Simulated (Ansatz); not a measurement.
Infrared modes and screening in SrTiO3 (I4/mcm)

Perturbation theory with PBEsol in Ansatz on the PBEsol cell, ground state and force constants on a 6×6×6 mesh. No spin polarisation and no zero-point or thermal motion.

It is tetragonal, I4/mcm (No. 140); a = 5.487 Å, c = 7.809 Å in the conventional setting, 11.76 Å³ an atom. Sr has 12 O at 2.62–2.89 Å; Ti has 6 O at 1.95 Å; O has 2 Ti at 1.95 Å and 4 Sr at 2.62–2.89 Å; O has 2 Ti at 1.95 Å and 4 Sr at 2.74 Å.

```yaml
crystal:
  lattice:
    - [-2.74368, 2.74368, 3.90432]
    - [2.74368, -2.74368, 3.90432]
    - [2.74368, 2.74368, -3.90432]
  atoms:
    - { symbol: Sr, position: [0.75000, 0.25000, 0.50000] }
    - { symbol: Sr, position: [0.25000, 0.75000, 0.50000] }
    - { symbol: Ti, position: [0.00000, 0.00000, 0.00000] }
    - { symbol: Ti, position: [0.50000, 0.50000, 0.00000] }
    - { symbol: O, position: [0.77460, 0.27460, 0.04920] }
    - { symbol: O, position: [0.27460, 0.22540, 0.50000] }
    - { symbol: O, position: [0.72540, 0.77460, 0.50000] }
    - { symbol: O, position: [0.22540, 0.72540, 0.95080] }
    - { symbol: O, position: [0.75000, 0.75000, 0.00000] }
    - { symbol: O, position: [0.25000, 0.25000, 0.00000] }
```

Optical modes without the longitudinal term (negative means imaginary):

| ω (cm⁻¹) | degeneracy | IR intensity, summed over the level ((D/Å)²/amu) |
| --- | --- | --- |
| -68 | 2 | 289.13 |
| -63 | 1 | 148.65 |
| 35 | 2 | 0.00 |
| 125 | 1 | 0.00 |
| 136 | 2 | 0.00 |
| 141 | 1 | 0.00 |
| 159 | 2 | 2.76 |
| 167 | 1 | 0.01 |
| 245 | 2 | 0.08 |
| 255 | 1 | 0.00 |
| 424 | 1 | 0.00 |
| 427 | 2 | 1.77 |
| 429 | 1 | 0.00 |
| 431 | 2 | 0.00 |
| 464 | 1 | 0.00 |
| 472 | 1 | 0.00 |
| 523 | 2 | 52.56 |
| 527 | 1 | 25.29 |
| 820 | 1 | 0.00 |

2 optical levels at Γ are imaginary (68i, 63i cm⁻¹, printed negative), so this structure is unstable at this level. Of the real levels 6 are infrared active, the strongest at 523 cm⁻¹.

ε∞: 6.31 along x and y, 6.35 along z. Born charges, averaged over directions: Sr +2.54, Ti +7.27, O -3.27 to -3.26 e.

For comparison, on the r2SCAN cell the mean ε∞ is 6.25 with PBE (ground state on 6×6×6; least gap 1.94 eV).
